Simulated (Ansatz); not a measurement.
BaTiO$_{3}$, DFT, PBEsol, PAW with Ansatz's default frozen-core files, scalar-relativistic (Ansatz 0.2.0), run on 2 threads of Intel(R) Xeon(R) 6975P-C (Granite Rapids) on a shared host.

The cell comes from COD entry 9016084, which wasn't checked; take it as a given geometry. The listed cell was then made from it by scaling, straining or moving an atom.

Command: `ansatz run input.yaml --threads 2 --pin off --max-ram 8192MiB --backend cpu --events-out ev --progress --plain --runs-dir out`

```yaml
crystal:
  lattice:
    - [3.9841, -0.039841, -0.039841]
    - [-0.0568285, 2.808592, 2.8174295]
    - [-8.75e-05, -2.865508, 2.8741705]
  atoms:
    - { symbol: Ba, position: [0.0, 0.0, 0.0] }
    - { symbol: Ti, position: [0.5, 0.5079, 0.5079] }
    - { symbol: O, position: [0.0, 0.4921, 0.4921] }
    - { symbol: O, position: [0.5, 0.50251, 0.99371] }
    - { symbol: O, position: [0.5, 0.99371, 0.50251] }
kpoints:
  mp_grid: { grid: [8, 8, 8] }
scf:
  occupations: { method: fermi_dirac, width: 0.05 }
hamiltonian:
  xc: pbesol
  pseudopotentials: { kind: paw }
output:
  forces: true
  stress: true
  eigenvalues: true
  efg: { contact_densities: true }
```

Problem. How large is the problem that the program sets up?

Solution. 260 irreducible k-points, 1265 plane waves at Γ, 25 bands.

Problem. About how long does it take, and how much memory does it use?

Solution. 11 s of wall time for 6 SCF iterations, with a peak of 0.75 GiB. Times on shared machines scatter by tens of per cent.

Problem. And the same cell and mesh by all-electron PAW (datasets made for this crystal), asked for forces, stress, eigenvalues, efg, on the same hardware?

Solution. 80 s, peak memory 3.8 GiB.
